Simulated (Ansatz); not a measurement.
Write the native input for Ansatz 0.2.0 that does the following.

| Property | Result |
| --- | --- |
| Task | density of states |
| Functional | PBEsol |
| Potentials or basis | all-electron LAPW, scalar-relativistic |
| Cutoff | 292 eV (chosen from the basis error) |
| Basis error allowed | 0.002 eV/atom |
| k mesh | 8 × 8 × 5 |
| Occupations | fermi-dirac, width 0.05 eV |
| Spin | no spin polarisation |
| Hubbard terms | Pt d U = 6 eV |

Crystal: PtSe2 (Sudovikovite).

```xyz
3
Lattice="3.7240 0.0000 0.0000 -1.8620 3.2251 0.0000 0.0000 0.0000 5.0620" Properties=species:S:1:pos:R:3 pbc="T T T"
Pt    0.0000    0.0000    0.0000
Se    1.8620    1.0750    3.7965
Se    0.0000    2.1501    1.2655
```

One way to write it, as run:

input.yaml

```yaml
crystal:
  lattice:
    - [3.724, 0.0, 0.0]
    - [-1.862, 3.2250786037, 0.0]
    - [0.0, 0.0, 5.062]
  atoms:
    - { symbol: Pt, position: [0.0, 0.0, 0.0] }
    - { symbol: Se, position: [0.6666666667, 0.3333333333, 0.75] }
    - { symbol: Se, position: [0.3333333333, 0.6666666667, 0.25] }
kpoints:
  mp_grid: { grid: [8, 8, 5] }
scf:
  occupations: { method: fermi_dirac, width: 0.05 }
hamiltonian:
  xc: pbesol
  pseudopotentials: { kind: all_electron, lapw: { basis_error: 0.002 } }
  hubbard:
    sites: [{ species: Pt, l: d, u_eff: 6 }]
    double_counting: fll
    projectors: ortho-atomic
output:
  forces: true
  stress: true
  eigenvalues: true
  dos: { projected: false, de: 0.2, e_range: [-14, 10] }
  hubbard: {}
```

Potentials or basis: all-electron LAPW, scalar-relativistic.

Command:

```sh
$ ansatz run input.yaml --threads 2 --pin off --max-ram 8192MiB --backend cpu --events-out ev --progress --plain --runs-dir out
```

It gave:

```
Pressure               : 2.6 GPa
Largest force          : 0.500 eV/Å
Band gap on the k mesh : none (metal or under the smearing width)
```

Caveat: U is the effective U less J, on atomic orbitals that reach past the spheres; U without spin polarisation on a metal has little footing.

It took 22 s on 2 threads of Intel(R) Xeon(R) Platinum 8375C CPU @ 2.90GHz (Ice Lake), on a shared host, peak memory 0.56 GiB.
